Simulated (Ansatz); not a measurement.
## Pressure against volume: ZrN

```xyz
2
Lattice="0.0000 2.2842 2.2842 2.2842 0.0000 2.2842 2.2842 2.2842 0.0000" Properties=species:S:1:pos:R:3 pbc="T T T"
Zr    0.0000    0.0000    0.0000
N     2.2842    2.2842    2.2842
```

The cell comes from COD entry 4303945, which wasn't checked; take it as a given geometry.

Spin polarisation is left out, and whether a magnetic state lies lower isn't shown here.

Methods: DFT, PBEsol, all-electron LAPW, scalar-relativistic (Ansatz 0.2.0); DFT, PBEsol, PAW with Ansatz's default frozen-core files, scalar-relativistic (Ansatz 0.2.0).

For LAPW: a Γ-centred 9×9×9 k mesh, Fermi–Dirac smearing of 0.01 eV, basis error target 0.25 meV/atom, no spin polarisation. PAW takes a cutoff of 420 eV at this cell (files made with PBE, cores remade for this functional). The Ansatz runs share mesh, smearing and spin set-up. Plane-wave (PAW) pressures include the program's estimate of the Pulay term.

The cell above is scaled evenly, with fractional coordinates and shape held.

```tsv
V/V(cell)	V (Å³/atom)	P, LAPW (GPa)	P, PAW (GPa)	free energy over the lowest listed, PAW (meV/atom)
0.9400	11.203	15.39	15.37	27.0
0.9405	11.209	15.21	15.19	26.4
0.9600	11.442	?	?	?
0.9700	11.561	5.58	5.54	3.9
0.9800	11.680	2.64	2.61	0.9
0.9900	11.799	-0.14	-0.18	0.0
1.0000	11.918	-2.78	-2.82	1.1
1.0100	12.038	-5.28	-5.32	4.2
1.0200	12.157	-7.65	-7.69	9.0
1.0300	12.276	-9.89	-9.94	15.6
1.0400	12.395	-12.02	-12.07	23.8
1.0600	12.634	-15.95	-16.00	44.7
```

Problem. Fill in the row V/V(cell) = 0.9600.

Solution. P, LAPW (GPa) = 8.67, P, PAW (GPa) = 8.64, free energy over the lowest listed, PAW (meV/atom) = 9.2.

Problem. What do Birch–Murnaghan fits to the pressures give?

Solution. LAPW: V0 = 11.79 Å³/atom, B0 = 269 GPa, B0′ = 4.3; PAW: V0 = 11.79 Å³/atom, B0 = 269 GPa, B0′ = 4.3.

PAW's V0 lies -0.01 % from the all-electron value and its B0 0.2 %. Symmetry fixes shape and coordinates here, so this is the relaxed modulus.
